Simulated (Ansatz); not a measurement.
Input, command and steps of an Ansatz relaxation.

```yaml
crystal:
  lattice:
    - [9.0, 0.0, 0.0]
    - [0.0, 9.3, 0.0]
    - [0.0, 0.0, 6.3580605745]
  atoms:
    - { symbol: Ba, position: [0.5, 0.5, 0.0], spin: 0.5 }
    - { symbol: Te, position: [0.5, 0.5, 0.465], spin: 0.5 }
basis:
  ecutwfc: 420
kpoints:
  mp_grid: { grid: [1, 1, 10] }
hamiltonian:
  xc: pbe
scf:
  occupations: { method: gaussian, width: 0.05 }
output:
  forces: true
  stress: true
  eigenvalues: true
  populations: true
  write_density: true
  write_potential: true
  elf: true
  volumetric_format: npy
magnetization:
  spin_polarized: true
relax:
  adjacent_minimum: "off"
  f_tol: 0.01
  max_steps: 45
  cell: { fix: [a, b, alpha, beta, gamma], stress_tol: 0.03 }
```

```bash
ansatz run input.yaml --threads 2 --pin off --max-ram 5120MiB --backend cpu --events-out ev --progress --plain --runs-dir out
```

Method: DFT PBE, scalar-relativistic, plane waves, PAW in Ansatz 0.2.0.

Of 6 frames 6 are shown, positions in Å and forces in eV/Å; the SCF threshold varies from step to step. Steps run on the plane waves of an earlier cell, with a Pulay correction in the pressure. The basis is chosen afresh for the last frame, the zero of the energies, and can be on the way; energy and pressure step there, also at an unchanged geometry.

```xyz
2
Lattice="9.0000 0.0000 0.0000 0.0000 9.3000 0.0000 0.0000 0.0000 6.3581" Properties=species:S:1:pos:R:3:forces:R:3 pbc="T T T" step=1 free_energy_over_end_meV_per_atom=70.39 pressure_GPa=0.21
Ba    4.5000    4.6500    0.0000    0.0000    0.0000   -1.3470
Te    4.5000    4.6500    2.9565    0.0000    0.0000    1.3470
2
Lattice="9.0000 0.0000 0.0000 0.0000 9.3000 0.0000 0.0000 0.0000 6.3852" Properties=species:S:1:pos:R:3:forces:R:3 pbc="T T T" step=2 free_energy_over_end_meV_per_atom=2.47 pressure_GPa=-0.02
Ba    4.5000    4.6500   -0.0927    0.0000    0.0000   -0.1890
Te    4.5000    4.6500    3.0619    0.0000    0.0000    0.1890
2
Lattice="9.0000 0.0000 0.0000 0.0000 9.3000 0.0000 0.0000 0.0000 6.3190" Properties=species:S:1:pos:R:3:forces:R:3 pbc="T T T" step=3 free_energy_over_end_meV_per_atom=0.91 pressure_GPa=0.10
Ba    4.5000    4.6500   -0.1105    0.0000    0.0000   -0.0010
Te    4.5000    4.6500    3.0488    0.0000    0.0000    0.0010
2
Lattice="9.0000 0.0000 0.0000 0.0000 9.3000 0.0000 0.0000 0.0000 6.3518" Properties=species:S:1:pos:R:3:forces:R:3 pbc="T T T" step=4 free_energy_over_end_meV_per_atom=0.04 pressure_GPa=0.03
Ba    4.5000    4.6500   -0.1086    0.0000    0.0000   -0.0270
Te    4.5000    4.6500    3.0622    0.0000    0.0000    0.0270
2
Lattice="9.0000 0.0000 0.0000 0.0000 9.3000 0.0000 0.0000 0.0000 6.3545" Properties=species:S:1:pos:R:3:forces:R:3 pbc="T T T" step=5 free_energy_over_end_meV_per_atom=0.00 pressure_GPa=0.03
Ba    4.5000    4.6500   -0.1111    0.0000    0.0000   -0.0010
Te    4.5000    4.6500    3.0660    0.0000    0.0000    0.0010
2
Lattice="9.0000 0.0000 0.0000 0.0000 9.3000 0.0000 0.0000 0.0000 6.3545" Properties=species:S:1:pos:R:3:forces:R:3 pbc="T T T" step=6 free_energy_over_end_meV_per_atom=0.00 pressure_GPa=0.03
Ba    4.5000    4.6500   -0.1111    0.0000    0.0000   -0.0010
Te    4.5000    4.6500    3.0660    0.0000    0.0000    0.0010
```

Time: 44 s on 2 threads of Arm Neoverse V2, on a shared host, peak memory 0.68 GiB.

Spin-orbit coupling is left out, which matters for the bands of heavy elements.